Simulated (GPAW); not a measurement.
Write an ASE script for GPAW 26.7.0 that does the following.

```
Task                : relaxation of cell and atoms
Functional          : PBE
Dispersion          : D3
Potentials or basis : GPAW PAW data sets (gpaw-data 1.2.1)
Cutoff              : 600 eV
Basis               : pw
k mesh              : 7 × 7 × 4
Occupations         : fermi-dirac, width 0.05 eV
Spin                : no spin polarisation
Maxiter             : 150
Optimizer           : LBFGS
Fmax                : 0.02 eV/Å
Max steps           : 60
```

Crystal: TaS2.

```xyz
3
Lattice="3.3500 0.0000 0.0000 -1.6750 2.9012 0.0000 0.0000 0.0000 5.8600" Properties=species:S:1:pos:R:3 pbc="T T T"
Ta    0.0000    0.0000    0.0000
S     1.6750    0.9671    4.3950
S     0.0000    1.9341    1.4650
```

These files were run (other wordings do the same):

run.py

```python
from ase import Atoms
from ase.calculators.mixing import SumCalculator
from ase.filters import FrechetCellFilter
from ase.io import write
from ase.optimize import LBFGS
from dftd3.ase import DFTD3
from gpaw import GPAW, PW

atoms = Atoms(['Ta', 'S', 'S'],
              cell=[[3.35, 0.0, 0.0],
                    [-1.675, 2.9011851027, 0.0],
                    [0.0, 0.0, 5.86]],
              scaled_positions=[[0.0, 0.0, 0.0],
                                [0.6666666667, 0.3333333333, 0.75],
                                [0.3333333333, 0.6666666667, 0.25]],
              pbc=True)

calc = GPAW(mode=PW(600),
            xc='PBE',
            kpts={'size': (7, 7, 4), 'gamma': True},
            occupations={'name': 'fermi-dirac', 'width': 0.05},
            nbands=25,
            convergence={'density': 1e-05, 'energy': 1e-05},
            maxiter=150,
            txt='gpaw.txt')
atoms.calc = SumCalculator([calc, DFTD3(method='pbe', damping='d3zero')])
opt = LBFGS(FrechetCellFilter(atoms), trajectory='relax.traj', logfile='-')
done = opt.run(fmax=0.02, steps=60)
calc.write('gs.gpw')
write('result.traj', atoms)
print('Converged:', done)
print('Cell:', atoms.cell.cellpar().round(4))
print('Volume:', round(atoms.get_volume(), 4))
print(atoms.get_scaled_positions().round(5))
```

Potentials or basis: GPAW PAW data sets (gpaw-data 1.2.1), pw.

Launch:

```sh
$ OMP_NUM_THREADS=1 python run.py
```

Results of the run:

| Property | Result |
| --- | --- |
| Relaxed volume | 19.07 Å³/atom |
| Relaxed cell | a = 3.355 Å, b = 3.355 Å, c = 5.871 Å, α = 90.00°, β = 90.00°, γ = 120.00° |
| Space group after relaxing (to 0.05 Å) | P-3m1 (No. 164) |
| Energy gained by relaxing | 33.7 meV/atom |
| Ionic steps | 13 |
| Pressure after relaxing | 0.1 GPa |
| Largest force after relaxing | 0.018 eV/Å |
| Band gap on the k mesh | none (metal or under the smearing width) |
| Dispersion energy per atom | -0.256 eV |

Caveat: later steps reuse the first step's grids.

It took 3.6 min on 1 thread of Arm Neoverse V2, with other jobs on the host, peak memory 0.31 GiB.
